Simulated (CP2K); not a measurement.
Runs of CP2K 2026.2 on Au. The typed cell holds 2 atoms: a = 2.815 Å, b = 2.820 Å, c = 5.191 Å, α = 103.14°, β = 102.66°, γ = 90.26°. This isn't the form of Au at room conditions, which is fcc.

```csv
task,level,potentials or basis,cell,smearing,NGRIDS,potentials,points a segment of the path (NPOINTS),bands added on the path,gap on the mesh (eV),pressure (GPa),largest force (eV/Å)
band structure,LDA,GTH_POTENTIALS Au GTH-PADE-q11; TZVP-MOLOPT-PBE-GTH basis,as given,fermi-dirac 0.05 eV,5,Au GTH-PADE-q11 of GTH_POTENTIALS,8,6,none,-8.1,(a)
single point,PBEsol,POTENTIAL_UZH Au GTH-PBE-q11; TZVP-MOLOPT-PBE-GTH basis,"atoms moved at random, drawn with an rms of 0.05 Å",fermi-dirac 0.05 eV,5,Au GTH-PBE-q11 of POTENTIAL_UZH,-,-,none,-3.2,0.23
band structure,PBEsol,POTENTIAL_UZH Au GTH-PBE-q11; TZVP-MOLOPT-PBE-GTH basis,as given,fermi-dirac 0.0259 eV,4,Au GTH-PBE-q11 of POTENTIAL_UZH,6,2,none,-3.3,0.10
single point,PBEsol,POTENTIAL_UZH Au GTH-PBE-q11; TZVP-MOLOPT-PBE-GTH basis,as given,fermi-dirac 0.05 eV,4,Au GTH-PBE-q11 of POTENTIAL_UZH,-,-,none,-3.3,0.11
```

Alike in all rows: no spin polarisation; k mesh 10 × 10 × 6.

**Question.** Fill in the values left out.

**Answer.** (a) 0.12.

Caveats: the basis of atomic orbitals isn't converged, which shifts pressures, moduli and gaps; the potentials were made for another functional, which shifts forces and pressure (some runs); spin-orbit coupling is left out, which moves the levels of the heavy elements (some runs).

A k mesh can miss the band edges, and the runs leave out spin-orbit coupling on Au.

A gap of «none» marks a metal or a gap under the smearing width.
